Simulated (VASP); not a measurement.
# TiPt₃: molecular dynamics with a monitored distance, by stops when the distance exceeds

TiPt₃, Pm-3m (no. 221), 8 atoms in the cell. PBE, molecular dynamics; PAW potentials Pt, Ti (PBE set).

| Stops when the distance exceeds (Å) | Largest distance met (Å) | Steps run | Mean temperature (K) | Time (s) |
|---|---|---|---|---|
| 2.921 | 2.797 | 80 | 448 | 333 |
| 4.409 | 2.797 | 80 | 448 | 347 |

Limits: 240 fs of 8 atoms are too short for converged averages; the distance is that to the nearest periodic copy, which so small a cell caps; the cell is only 3.9 Å across, so each atom moves in step with near copies of itself.

## Input of the first row

INCAR:
```
GGA = PE
PREC = Normal
ENCUT = 230
EDIFF = 1E-5
NELMIN = 4
NELM = 60
ALGO = Fast
LREAL = Auto
LASPH = True
ISMEAR = -1
SIGMA = 0.05
ISYM = 0
LWAVE = False
LCHARG = False
IBRION = 0
NSW = 80
POTIM = 3.0
TEBEG = 600
TEEND = 600
ISIF = 2
MDALGO = 1
ANDERSEN_PROB = 0.05
RANDOM_SEED = 35590 0 0
VALUE_MAX = 2.921
VALUE_MIN = 1.378
KPAR = 2
```

KPOINTS:
```
k-points
0
Gamma
  3 3 2
```

ICONST:
```
R 1 3 7
```

POSCAR:
```
TiPt3
1.0
    3.8970000000      0.0000000000      0.0000000000
    0.0000000000      3.8970000000      0.0000000000
    0.0000000000      0.0000000000      7.7940000000
Pt Ti
6 2
Direct
    0.5000000000      0.5000000000      0.0000000000
    0.5000000000      0.5000000000      0.5000000000
    0.5000000000      0.0000000000      0.2500000000
    0.5000000000      0.0000000000      0.7500000000
    0.0000000000      0.5000000000      0.2500000000
    0.0000000000      0.5000000000      0.7500000000
    0.0000000000      0.0000000000      0.0000000000
    0.0000000000      0.0000000000      0.5000000000
```

Commands:
```
cat potpaw_PBE.64/Pt/POTCAR potpaw_PBE.64/Ti/POTCAR > POTCAR
mpirun -np 2 vasp_std > vasp.out
```

Changes of the last row against the first:
```
- VALUE_MAX = 2.921
+ VALUE_MAX = 4.409
```

VASP 6.6.1 took 333 s on 2 cores (Intel Xeon 6975P-C (Granite Rapids)), a shared host.
